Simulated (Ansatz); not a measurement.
**Ir: strain energy, fitted**

Ir, Fm-3m, a = 3.830 Å. Ansatz: PBEsol, PAW, 420 eV, Γ-centred 20×20×14 mesh on 2 atoms, Gaussian smearing 0.10 eV; no spin polarisation. Series: equal strain along all axes, cell held, atoms fixed by symmetry; x is the strain in per cent. y is the free energy over the unstrained cell, V0 = 14.047 Å³/atom.

| x (%) | y (meV/atom) |
| --- | --- |
| -3.0 | ? |
| -2.0 | 66.44 |
| -1.0 | 15.98 |
| 0.0 | 0.00 |
| 1.0 | 14.60 |
| 2.0 | 56.26 |
| 3.0 | 121.75 |

Q: Fit y = c2 x² + c3 x³ to the other rows, turn c2 into a modulus, and predict the missing energy.

A: Least squares on the rows shown. y = 15.362 x² − 0.61539 x³. In eV per unit strain² c2 is 153.6; the stiffness is B for this strain (E = 9/2 B V0 ε², shape held): 2 × 153.6 × 160.2 / (9 × 14.047) = 389 GPa. At x = -3.0 the fit asked for gives 154.87 meV/atom. The run gave 155.64 meV/atom, so the fit is 0.77 meV/atom too low, 0.49 % of the span of the series, against an rms of 0.15 meV/atom on the fitted rows. The row lies outside the fitted range. With a term in x⁴ added, a fit to the same known rows predicts 156.13 meV/atom, a smaller miss on the other side.

Spin–orbit coupling is left out, which can shift energies with elements as heavy as these.